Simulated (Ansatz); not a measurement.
**Relaxing TiO2**

Theory: DFT r2SCAN, scalar-relativistic, plane waves, PAW in Ansatz 0.2.0. (500 eV cutoff, 6×6×4 k-mesh, Gaussian smearing of 0.02 eV, no spin polarisation)

What was changed: shear of c along a, cell held, atoms relaxed: +1.0 %.

Command:

```bash
ansatz run input.yaml --threads 1 --pin off --max-ram 2560MiB --backend cpu --events-out ev --progress --plain --runs-dir out
```

Input:

```yaml
crystal:
  lattice:
    - [3.7777089757, 0.0, 0.0]
    - [0.0, 3.7777089757, 0.0]
    - [0.0958402566, 0.0, 9.5840256616]
  atoms:
    - { symbol: Ti, position: [0.0, 0.5, 0.75] }
    - { symbol: Ti, position: [0.5, 0.5, 0.0] }
    - { symbol: Ti, position: [0.5, 0.0, 0.25] }
    - { symbol: Ti, position: [0.0, 0.0, 0.5] }
    - { symbol: O, position: [0.0, 0.5, 0.9572470713] }
    - { symbol: O, position: [0.5, 0.5, 0.7927529287] }
    - { symbol: O, position: [0.5, 0.0, 0.0427529287] }
    - { symbol: O, position: [0.0, 0.0, 0.7072470713] }
    - { symbol: O, position: [0.5, 0.0, 0.4572470713] }
    - { symbol: O, position: [0.0, 0.0, 0.2927529287] }
    - { symbol: O, position: [0.0, 0.5, 0.5427529287] }
    - { symbol: O, position: [0.5, 0.5, 0.2072470713] }
basis:
  ecutwfc: 500
kpoints:
  mp_grid: { grid: [6, 6, 4] }
hamiltonian:
  xc: r2scan
scf:
  occupations: { method: gaussian, width: 0.02 }
output:
  forces: true
  stress: true
  eigenvalues: true
relax:
  adjacent_minimum: "off"
  f_tol: 0.008
  max_steps: 40
```

F is the free energy.

Steps:

| step | F − F(1) (eV) | largest force component (eV/Å) |
| --- | --- | --- |
| 1 | 0.0000 | 0.090 |
| 2 | -0.0017 | 0.038 |
| 3 | -0.0019 | 0.030 |
| 4 | -0.0023 | 0.014 |
| 5 | -0.0024 | 0.008 |

Relaxed structure:

```yaml
crystal:
  lattice:
    - [3.77771, 0.00000, 0.00000]
    - [0.00000, 3.77771, 0.00000]
    - [0.09584, 0.00000, 9.58403]
  atoms:
    - { symbol: Ti, position: [0.00257, 0.50000, 0.74999] }
    - { symbol: Ti, position: [0.49743, 0.50000, 0.00001] }
    - { symbol: Ti, position: [0.50257, 0.00000, 0.24999] }
    - { symbol: Ti, position: [0.99743, 0.00000, 0.50001] }
    - { symbol: O, position: [0.99825, 0.50000, 0.95724] }
    - { symbol: O, position: [0.50175, 0.50000, 0.79276] }
    - { symbol: O, position: [0.49625, 0.00000, 0.04276] }
    - { symbol: O, position: [0.00375, 0.00000, 0.70724] }
    - { symbol: O, position: [0.49825, 0.00000, 0.45724] }
    - { symbol: O, position: [0.00175, 0.00000, 0.29276] }
    - { symbol: O, position: [0.99625, 0.50000, 0.54276] }
    - { symbol: O, position: [0.50375, 0.50000, 0.20724] }
```

It takes space group C2/m (No. 12, monoclinic). Conventional cell: a = 10.267 Å, b = 3.778 Å, c = 3.778 Å, α = 90.00°, β = 111.02°, γ = 90.00°. Around Ti (site symmetry m) lie 6 O at 1.93 to 1.99 Å. O (site symmetry m) has 3 Ti at 1.93 to 1.99 Å as nearest neighbours. Around O (site symmetry m) lie 3 Ti at 1.93 to 1.99 Å.

The run converged. It took 6.1 min on 1 thread of Arm Neoverse V2, on a shared host, peak memory 0.91 GiB.